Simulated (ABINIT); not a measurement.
Runs of ABINIT 10.8.3 (patched build) on SrCl2. Symmetry: Fm-3m, No. 225, cubic system. Conventional cell: a = 6.977 Å, b = 6.977 Å, c = 6.977 Å, α = 90.00°, β = 90.00°, γ = 90.00°. Sr (site symmetry m-3m) is surrounded by 8 Cl at 3.02 Å. Cl (site symmetry -43m) is surrounded by 4 Sr at 3.02 Å. 

```csv
task,level,potentials or basis,cutoff (eV),fine-grid cutoff,gap on the mesh (eV),pressure (GPa)
band structure,TB-mBJ,JTH PAW LDA v2.0,816,1414.99 eV,7.56,-
band structure,PBE,JTH PAW PBE v2.0,680,1278.94 eV,5.37,1.0
band structure,r2SCAN,JTH PAW PBE v2.0,816,1414.99 eV,(b),0.2
band structure,LDA,JTH PAW LDA v2.0,680,1278.94 eV,(a),-2.8
```

Alike in all rows: no spin polarisation; cell as given; k mesh 7 × 7 × 7; smearing fermi-dirac 0.05 eV.

Problem. Estimate the missing entries.

Solution. (a) 4.91; (b) 6.01.

Caveats: the PAW data sets were made with another functional, which shifts forces and pressure a little (some runs); the constant c of TB-mBJ comes from the pseudo density here, which moves gaps by up to 0.3 eV between sets of potentials (some runs).

A k mesh can miss the band edges, and the runs leave out spin-orbit coupling on Sr.
